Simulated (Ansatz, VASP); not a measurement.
Cr in VASP and in Ansatz

```
Cr
1.0
     2.71400    0.00000    0.00000
    -1.35700    2.35039    0.00000
     0.00000    0.00000    4.41000
Cr
2
Direct
  0.66667 0.33333 0.75000
  0.33333 0.66667 0.25000
```

Alike in both runs: functional PBE; k mesh 11 × 11 × 6; occupations fermi-dirac, width 0.05 eV; collinear spin.

```csv
,VASP,Ansatz
version,VASP 6.6.1,Ansatz 0.2.0
potentials or method,"VASP PAW PBE potentials, release 64 (Cr_pv), cutoff 520 eV","all-electron LAPW, scalar-relativistic"
task,single point,band structure
```

|  | VASP | Ansatz | Ansatz less VASP |
| --- | --- | --- | --- |
| gap on the k mesh at the Fermi level (eV) | none | none | - |
| pressure (GPa) | -25.5 | -25.5 | +0.02 |
| largest component of the traceless stress (GPa) | 2.85 | 3.11 | +0.270 |
| net moment per atom (μB) | 0.88 | 0.86 | -0.020 |
| size of the moment on the site where the two differ most (μB) | 0.82 | 0.83 | +0.013 |

Site moments also hang on the region over which each program counts them. A gap of «none» marks a metal or a gap that the smearing closes. Ansatz ran all-electron here, so the differences hold the error of VASP's frozen core and of both bases.

Caveats: so large a pressure means that the cell lies far from this level's equilibrium, or that cutoff or potentials fall short (VASP).
